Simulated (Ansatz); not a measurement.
**MgO: moving O off its site**

MgO, P-6m2, a = 2.938 Å, c = 2.680 Å (as given, not relaxed at this level: -3.9 GPa). This isn't the usual stable structure of the compound. Ansatz: PBEsol, PAW, 420 eV, Γ-centred 9×9×8 mesh on 2 atoms, Gaussian smearing 0.05 eV; no spin polarisation.

```yaml
crystal:
  lattice:
    - [2.93802, 0.00000, 0.00000]
    - [-1.46901, 2.54440, 0.00000]
    - [0.00000, 0.00000, 2.67968]
  atoms:
    - { symbol: Mg, position: [0.00000, 0.00000, 0.00000] }
    - { symbol: O, position: [0.33333, 0.66667, 0.50000] }
```

Atom 2 (O) moves by x along the unit vector (0.000, 0.000, -1.000), with its periodic images; all else is held. y is the free energy of the cell over the start, F the force along the path summed over the moved atoms. Symmetry makes y even in x.

```
  x (Å) y (meV) F (eV/Å)
-0.3000        ?         ?
-0.1500     37.9      0.51
 0.0000      0.0      0.00
 0.0375      2.4     -0.13
 0.0750      9.4     -0.25
 0.1125     21.3     -0.38
 0.1875     59.5     -0.64
 0.2250     86.2     -0.78
 0.2625    118.1     -0.92
```

Fit y = c2 x² + c4 x⁴ to the energies of the other rows, give the force constant, and predict energy and force of the missing row.

Least squares on the rows shown. y = 1671.2 x² + 619.67 x⁴. The force constant is 2 c2 = 3.34 eV/Å², for the cell as given, at -3.9 GPa (for all images moving together, not for a lone atom). The force −dy/dx at the missing row is 1.07 eV/Å (computed 1.06). At x = -0.3000 the fit asked for gives 155.4 meV. The run gave 155.2 meV, so the fit is 0.2 meV too high, a small miss on the scale of the series.